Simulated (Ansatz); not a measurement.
# Au in Ansatz: reference runs

Reference runs on Au: the cell as given.

All numbers are computed with Ansatz 0.2.0; they aren't measurements. Logs are shortened: lines on timing, memory, paths and dates and some standing lists are left out, and cuts for length are marked.

### 1 The cell of the first run

The cell holds a slab with vacuum, 5 atoms: a = 2.900 Å, b = 2.900 Å, c = 24.760 Å, α = 90.00°, β = 90.00°, γ = 120.00°.

### 2 Single point, PBE (the (0 0 1) slab of Au, cut from the database cell, not relaxed)

input.yaml

```yaml
crystal:
  lattice:
    - [2.8999984105, 0.0, 0.0]
    - [-1.4499992052, 2.5114722944, 0.0]
    - [0.0, 0.0, 24.76]
  atoms:
    - { symbol: Au, position: [0.6666666667, 0.3333333334, 0.302907916] }
    - { symbol: Au, position: [0.3333333333, 0.6666666666, 0.401453958] }
    - { symbol: Au, position: [0.6666666667, 0.3333333334, 0.5] }
    - { symbol: Au, position: [0.3333333333, 0.6666666666, 0.598546042] }
    - { symbol: Au, position: [0.6666666667, 0.3333333334, 0.697092084] }
hamiltonian:
  xc: pbe
  pseudopotentials: { kind: paw }
kpoints:
  mp_grid: { grid: [11, 11, 1] }
scf:
  occupations: { method: fermi_dirac, width: 0.05 }
output:
  forces: true
  eigenvalues: true
efield:
  axis: 3
  dipole_correction: true
  ramp_width: 0.04
```

Potentials or basis: Ansatz PAW.

Run with:

```console
$ ansatz run input.yaml --threads 4 --pin off --max-ram 11264MiB --backend cpu --events-out ev --progress --plain --runs-dir out
```

The program printed:

```text
Warning: RAYON_NUM_THREADS=4 ignored (pool sized by the plan → 4); use --threads N
Engine: ansatz 0.2.0, aarch64-unknown-linux-gnu
Pseudopotentials: kind: paw
Pseudopotential: Au, paw, valence charge 19, recommended cutoff 420 eV (normal), Au.paw.azcp
Functional definition: PBE
  parameter kappa = 0.804
  parameter beta = 0.06672455060314922
  exchange = pbe_x(kappa = kappa, mu = beta*pi^2/3)
  correlation = pbe_c(beta = beta)
Crystal: 5 atoms, lattice volume = 180.334 Å³
Basis set: ecut = 420 eV, 3527 PW (Γ), exchange–correlation on 40×40×360 points (8 copies of the dense FFT grid, shifted against one another)
Bands: 57, of which v1, the nominal top of the filled ones, is band 48 counted from 1 (47 counted from 0)
Symmetry: 6 space group operations
k-points: 16 of 121 (time reversal used)
Non-local potential: Au, projectors of the file, l = 0: 3, l = 1: 2, l = 2: 2, l = 3: 1
PAW form: soft (Blöchl's): semilocal exchange-correlation on the pseudo side does not see the compensation charge
PAW one-centre angular grid: Au, 590 points (default); XC on 64 Gauss nodes
Initial density: superposition of atomic densities (neutral atoms: chi_scale 0, normalization atom), corrected by the library's trained network
Initial wavefunctions: pseudopotential atomic-orbital guess
Functional: x = pbe(κ = 0.804, μ = 0.2195149727645171), c = pbe(β = 0.06672455060314922)
SCF iter   1: F=—  HF=-65746.019997 eV  |F-HF|=—  |Δ(HF+E_count)|=         —  Δρ=3.75e-3  dr2=5.23e-1  ethr=1.77e-3  p=0.000 e·Å  D=1.38e-13 V/Å  ΔV_dip=-0.00 eV  dr2_dipole=3.06e-7  V_vac-E_F(+/−)=4.69/4.69 eV  ⟨swp⟩=7.9  Hψ=3790  notcnv=0  defer=10
efield: sawtooth ramp at fractional position 0.9800 (placed from the atoms, in the widest stretch of the axis that holds none; the zero of the levels goes with the place), width 0.0400; the density the first Hamiltonian is built on has a dipole p = 0.000 e·Å; the dipole correction subtracts the counter field D = 1.38e-13 V/Å, which shifts the + side's vacuum level by -0.00 eV against the − side's; the planar-averaged density in the ramp window peaks in size at 3.0e-5 e/Å³
preconditioner: auto → LDOS  [metal: Δε(μ)=0.054 eV  Ē_g=8.939 eV  σ=0.050 eV  W_gap=0.25  n_scr=18 (ndim 8)  ℏωp=20.5 eV  f_vac=0.473  D(μ)=2.56/eV (n_scr^D=12)  β→1.0]
[... 7 lines left out ...]
SCF 1 converged in 8 iterations: F = -65745.997776 eV  dr2 = 5.29e-8
SCF converged after 8 iterations
Free energy (F): -65745.997776 eV
Harris-Foulkes:  -65745.997776 eV  (|F-HF|=6.93e-8)
Internal energy: -65745.979030 eV  (E = F + TS)
E sigma→0 (E₀):  -65745.988403 eV
Entropy (-TS):   -0.018747 eV (-3.749 meV/atom)
Fermi energy:    6.966581 eV
Dipole field:    D = -0.000003 V/Å  (p = -0.000003 e·Å, saw-weighted, corrected)
Work function:   Φ+ = 5.1424 eV   Φ− = 5.1423 eV
Levels:          The Fermi level and band energies are counted from a zero that moves with the ramp; work functions are not
--- Per-component energies (eV) ---
  E_band       = -2297.919467
  E_kinetic    = 3020.701977
  E_local      = -131361.694368  (includes V_loc(G=0)·N_el)
  E_nonlocal   = 372.076096
  E_hartree    = 64426.120232
  E_xc         = -1137.244351
  E_vxc        = -1372.187804  (∫ρ·V_xc dr)
  E_paw        = -48534.247679  (= ΣΔE_a)
  E_vpaw       = -1809.102516  (= ΣTr[D̂ρ^β])
  E_aug_tail   = 0.007133  (compensation charges beyond the density's cutoff)
  E_efield     = 0.000000  (sawtooth field / dipole correction)
  E_vefield    = 0.000000  (∫n·V_field dr)
  E_ewald      = 47468.301932
  E_smearing   = -0.018747  (= −TS)
  E_closure    = -0.000000  (closes the sum)
  Σ components = -65745.997776   (vs F -65745.997776, Δ=0.00e0)
--- Forces (eV/Å), atoms counted from 1 ---
  atom   1  Au    -0.00000000    -0.00000000    -0.11805675
  atom   2  Au     0.00000000     0.00000000     0.12567829
  atom   3  Au     0.00000000    -0.00000000     0.00000232
  atom   4  Au     0.00000000     0.00000000    -0.12568604
  atom   5  Au    -0.00000000    -0.00000000     0.11806321
  max |Σ_I F_I| component: 1.02e-6 eV/Å
--- Band table (eV; the first three rows and the last of 16) ---
  k-point 0: bands = ["-98.3513", "-98.2311", "-98.2310", "-97.9869", "-97.9868", "-49.8244", "-49.7367", "-49.7367", "-49.7012", "-49.6731", "-49.6077", "-49.6077", "-49.6071", "-49.6071", "-49.3983", "-49.3983", "-49.3983", "-49.3983", "-49.3561", "-49.3560", "-2.1515", "-1.3652", "-0.5102", "0.0655", "0.0698", "2.3102", "2.4303", "2.5619", "2.5619", "2.6717", "2.6717", "2.7867", "2.8030", "2.8030", "3.0064", "3.0064", "3.0378", "3.0378", "3.7820", "3.7820", "3.8531", "4.2089", "4.2089", "4.5607", "4.5607", "4.8606", "4.8606", "4.9053", "4.9053", "5.9935", "6.9683", "11.0466", "11.9636", "12.1486", "13.5729", "14.0655", "16.1129"]
  k-point 1: bands = ["-98.3507", "-98.2305", "-98.2304", "-97.9863", "-97.9863", "-49.8216", "-49.7508", "-49.7400", "-49.6980", "-49.6734", "-49.6199", "-49.6198", "-49.6109", "-49.6103", "-49.4109", "-49.4108", "-49.4015", "-49.4015", "-49.3548", "-49.3547", "-1.9010", "-1.1196", "-0.2642", "0.2865", "0.3044", "2.2787", "2.3931", "2.3946", "2.5590", "2.7128", "2.7218", "2.8044", "2.8139", "2.8702", "2.9566", "2.9643", "3.1459", "3.1884", "3.4501", "3.7177", "3.7291", "4.1415", "4.1605", "4.4847", "4.5385", "4.6208", "4.8603", "4.9277", "5.0319", "6.4736", "7.6649", "11.1744", "12.1516", "12.3434", "13.7777", "14.2269", "16.3010"]
  k-point 2: bands = ["-98.3491", "-98.2289", "-98.2289", "-97.9847", "-97.9847", "-49.8141", "-49.7862", "-49.7487", "-49.6919", "-49.6758", "-49.6542", "-49.6507", "-49.6196", "-49.6188", "-49.4443", "-49.4442", "-49.4101", "-49.4101", "-49.3516", "-49.3516", "-1.2050", "-0.4636", "0.3587", "0.8012", "0.8952", "2.0871", "2.1376", "2.1609", "2.4306", "2.5232", "2.5412", "2.7431", "3.0331", "3.0640", "3.1096", "3.1432", "3.3864", "3.4184", "3.4998", "3.5951", "3.7516", "3.8002", "4.0960", "4.1714", "4.4908", "4.6836", "4.8513", "4.9708", "5.6249", "7.2654", "9.0622", "11.5885", "12.7154", "12.9299", "14.3798", "14.7049", "16.8218"]
  k-point 15: bands = ["-98.3430", "-98.2228", "-98.2228", "-97.9786", "-97.9786", "-49.8661", "-49.8352", "-49.7916", "-49.7334", "-49.7250", "-49.7029", "-49.6980", "-49.6779", "-49.6727", "-49.5218", "-49.5217", "-49.4925", "-49.4925", "-49.3395", "-49.3395", "1.2087", "1.3141", "1.4968", "1.5892", "1.7984", "1.9535", "1.9615", "2.1006", "2.2713", "2.5350", "2.5749", "2.7085", "3.0292", "3.0415", "3.3635", "3.3653", "3.4369", "3.6212", "4.0601", "4.5220", "4.5570", "4.6872", "4.8108", "4.8963", "4.9679", "9.1938", "9.4742", "9.8209", "10.3170", "10.7357", "11.4663", "11.7004", "11.8355", "12.7988", "13.5159", "14.0210", "14.1857"]
```

It took 5.2 s on 4 threads of Arm Neoverse V1, shared host; peak memory 0.52 GiB.

Results:

```
Free energy                     : -65745.9978 eV
Largest force                   : 0.126 eV/Å
Band gap on the k mesh          : none (metal or under the smearing width)
Work function of the upper face : 5.14 eV
Work function of the lower face : 5.14 eV
Dipole across the slab          : 0.000 e·Å
```

Forces in eV/Å, atoms in the order of the input:
```
Au   0.000  0.000 -0.118
Au   0.000  0.000  0.126
Au   0.000  0.000  0.000
Au   0.000  0.000 -0.126
Au   0.000  0.000  0.118
```

The run has no spin-orbit coupling, so splittings on Au are missing.
